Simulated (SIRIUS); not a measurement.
The system is Hf.

```
Hf
1.0
     3.19670    0.00000    0.00000
    -1.59835    2.76842    0.00000
     0.00000    0.00000    5.05780
Hf
2
Direct
  0.66667 0.33333 0.75000
  0.33333 0.66667 0.25000
```

- Program: SIRIUS 7.10.0
- Task: relaxation of cell and atoms
- Functional: PBEsol
- Dispersion: D3(BJ)
- Potentials or basis: PseudoDojo 0.4.1 PBE standard (scalar relativistic)
- Cutoff: 807 eV
- Density cutoff: 3227 eV
- k mesh: 5 × 5 × 3
- Occupations: fermi-dirac, width 0.05 eV
- Spin: no spin polarisation

At the start: pressure -7.5 GPa; volume 22.38 Å³/atom.

**Question.** Where does the relaxation end?

**Answer.** Over 7 steps the energy falls by 37.1 meV/atom and the volume is 20.93 Å³/atom (-6.5 %); space group P6_3/mmc (No. 194, to 0.05 Å).

The path:
```tsv
step	energy change (eV)	largest force (eV/Å)	pressure (GPa)	volume (Å³)
1	0.0000	0.0000	-7.46	44.76
2	-0.0394	0.0000	-5.22	43.77
3	-0.0730	0.0000	0.40	41.69
4	-0.0734	0.0000	0.04	41.80
5	-0.0737	0.0000	-0.17	41.88
6	-0.0741	0.0000	-0.25	41.90
7	-0.0742	0.0000	-0.11	41.85
```

Final structure:
```
CELL_PARAMETERS angstrom
3.14156 0.00000 0.00000
-1.57078 2.72067 0.00000
0.00000 0.00000 4.89649
ATOMIC_POSITIONS crystal
Hf 0.66667 0.33333 0.75000
Hf 0.33333 0.66667 0.25000
```

Caveat: the k mesh is coarse (spacing up to 0.45 Å⁻¹), so the values aren't converged; the potentials were made for another functional, which shifts forces and pressure; pairwise dispersion overbinds metals, which lowers pressure and volume.
